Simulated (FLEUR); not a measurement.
Here is a FLEUR MaX-R8.1 (later development tree) calculation.

File inp.xml:

```xml
<?xml version="1.0" encoding="UTF-8" standalone="no"?>
<fleurInput fleurInputVersion="0.39">
   <comment>
      Ir                                                                                                  
   </comment>
   <calculationSetup>
      <cutoffs Kmax="3.8" Gmax="11.8" GmaxXC="11.8" numbands="0"/>
      <scfLoop itmax="60" minDistance="0.00001" maxIterBroyd="15" imix="Anderson" alpha="0.05" precondParam="0.0" spinf="2.0" sdNocoIR="T"/>
      <coreElectrons ctail="T" frcor="F" kcrel="0" coretail_lmax="0"/>
      <xcFunctional name="pbe" relativisticCorrections="F"/>
      <magnetism jspins="1"/>
      <soc l_soc="F" theta="0.0" phi="0.0" spav="F"/>
      <expertModes spex="0" secvar="F"/>
      <geometryOptimization l_f="T" forcealpha="1.0" forcemix="BFGS" epsdisp="0.0005" epsforce="0.0002"/>
      <ldaU l_linMix="F" mixParam="0.05" spinf="1.0"/>
   </calculationSetup>
   <cell>
      <bzIntegration valenceElectrons="31.0" mode="hist" fermiSmearingEnergy="0.00183747">
         <kPointListSelection listName="default-1"/>
         <!-- k-points included here -->
         <xi:include xmlns:xi="http://www.w3.org/2001/XInclude" href="kpts.xml"> </xi:include>
      </bzIntegration>
      <!-- symmetry operations included here -->
      <xi:include xmlns:xi="http://www.w3.org/2001/XInclude" href="sym.xml"> </xi:include>
      <bulkLattice scale="1.0">
         <bravaisMatrix>
            <row-1>    0.0000000000000000     3.6199593642837598     3.6199593642837598</row-1>
            <row-2>    3.6199593642837598     0.0000000000000000     3.6199593642837598</row-2>
            <row-3>    3.6199593642837598     3.6199593642837598     0.0000000000000000</row-3>
         </bravaisMatrix>
      </bulkLattice>
   </cell>
   <atomSpecies>
      <species name="Iridium (Ir)" element="Ir" atomicNumber="77">
         <mtSphere radius="2.32" gridPoints="783" logIncrement="0.017"/>
         <atomicCutoffs lmax="9" lnonsphr="7"/>
         <electronConfig flipSpins="F">
            <coreConfig>(1s1/2) (2s1/2) (2p1/2) (2p3/2) (3s1/2) (3p1/2) (3p3/2) (4s1/2) (3d3/2) (3d5/2) (4p1/2) (4p3/2) (4d3/2) (4d5/2)</coreConfig>
            <valenceConfig>(4f5/2) (4f7/2) (5s1/2) (5p1/2) (5p3/2) (6s1/2) (5d3/2) (5d5/2)</valenceConfig>
            <stateOccupation state="(5d3/2)" spinUp="1.400000" spinDown="1.400000"/>
            <stateOccupation state="(5d5/2)" spinUp="2.100000" spinDown="2.100000"/>
         </electronConfig>
         <energyParameters s="6" p="6" d="5" f="5"/>
         <lo type="SCLO" l="0" n="5" eDeriv="0"/>
         <lo type="SCLO" l="0" n="5" eDeriv="1"/>
         <lo type="SCLO" l="1" n="5" eDeriv="0"/>
         <lo type="SCLO" l="1" n="5" eDeriv="1"/>
         <lo type="SCLO" l="3" n="4" eDeriv="0"/>
         <lo type="SCLO" l="3" n="4" eDeriv="1"/>
         <lo type="SCLO" l="2" n="5" eDeriv="2"/>
      </species>
   </atomSpecies>
   <atomGroups>
      <atomGroup species="Iridium (Ir)">
         <relPos label="                   1">.0000000000 .0000000000 .0000000000</relPos>
         <force calculate="T" relaxXYZ="TTT"/>
      </atomGroup>
   </atomGroups>
   <output dos="F" band="F" slice="F">
      <checks vchk="F" cdinf="F"/>
      <bandDOS minEnergy="-.5*Htr" maxEnergy="0.5*Htr" sigma="0.015" storeEVData="T"/>
      <vacuumDOS vacdos="F" integ="F" star="F" nstars="0" locx1="0.0" locy1="0.0" locx2="0.0" locy2="0.0" nstm="0" tworkf="0.0"/>
      <unfoldingBand unfoldBand="F" supercellX="1" supercellY="1" supercellZ="1"/>
      <plotting iplot="0" polar="F">
         <plot TwoD="T" vec1="  1.0  0.0  0.0" vec2="  0.0  1.0  0.0" vec3="  0.0  0.0  1.0" zero="  0.0  0.0  0.0" file="plot"/>
      </plotting>
      <chargeDensitySlicing numkpt="0" minEigenval="0.0" maxEigenval="0.0" nnne="0" pallst="F"/>
      <specialOutput eonly="F"/>
      <moessbauerParams electricFieldGradient="T" isomerShift="T" coreHyperfine="T" valenceHyperfine="T"/>
      <magneticCircularDichroism mcd="F" energyLo="-10.0" energyUp="0.0"/>
   </output>
  <!-- We include the file relax.xml here to enable relaxations (see documentation) -->
  <xi:include xmlns:xi="http://www.w3.org/2001/XInclude" href="relax.xml"> <xi:fallback/> </xi:include>
</fleurInput>
```

crystal.txt

```
Ir
&input cartesian=F /
0.0000000000  1.9156000000  1.9156000000
1.9156000000  0.0000000000  1.9156000000
1.9156000000  1.9156000000  0.0000000000
1.8897261246
1.0 1.0 1.0

1
77 0.0000000000  0.0000000000  0.0000000000

&kpt div1=12 div2=12 div3=12 gamma=T /
```

Potentials or basis: all-electron, FLAPW.

Command:

```sh
$ inpgen -f crystal.txt -profile fastHighL
$ # inp.xml edited to the form shown
$ fleur_MPI
```

(1) Estimate the band gap on the k mesh.

## Answers

(1) none (metal or under the smearing width).
